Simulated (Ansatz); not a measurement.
# Rh under changes of volume

One of the cells (13.671 Å³/atom); the others are scaled copies at fixed shape and fractional positions:

```
Rh
1.0
     0.00000    1.89785    1.89785
     1.89785    0.00000    1.89785
     1.89785    1.89785    0.00000
Rh
1
Cartesian
  0.0000 0.0000 0.0000
```

| Quantity | Value |
| --- | --- |
| Program | Ansatz 0.2.0 |
| Functional | PBE |
| Potentials or basis | Ansatz PAW |
| Cutoff | 420 eV (not typed: the program's choice for these potentials) |
| k mesh | 12 × 12 × 12 |
| Occupations | fermi-dirac, width 0.05 eV |
| Spin | no spin polarisation |

```csv
volume (Å³/atom),energy over the lowest point (meV/atom),pressure (GPa)
12.851,95.46,28.6
13.125,53.78,20.6
13.398,24.89,13.5
13.671,7.41,7.3
13.945,0.00,1.7
14.218,1.55,-3.2
14.492,?,?
```

Q: What does the run at 14.492 Å³/atom give?

A: Energy over the lowest point 11.05 meV/atom; pressure -7.6 GPa.

Worked out: A Birch-Murnaghan fit of order 3 (a polynomial in V^(-2/3)) to the other rows has its minimum at 14.03 Å³/atom with B0 = V·E''(V) = 261 GPa and B' = 4.9. It gives 11.18 meV/atom at 14.492 Å³/atom, against the run's 11.05, and -dE/dV = -7.8 GPa, against -7.6.

Energies are extrapolated to zero smearing.
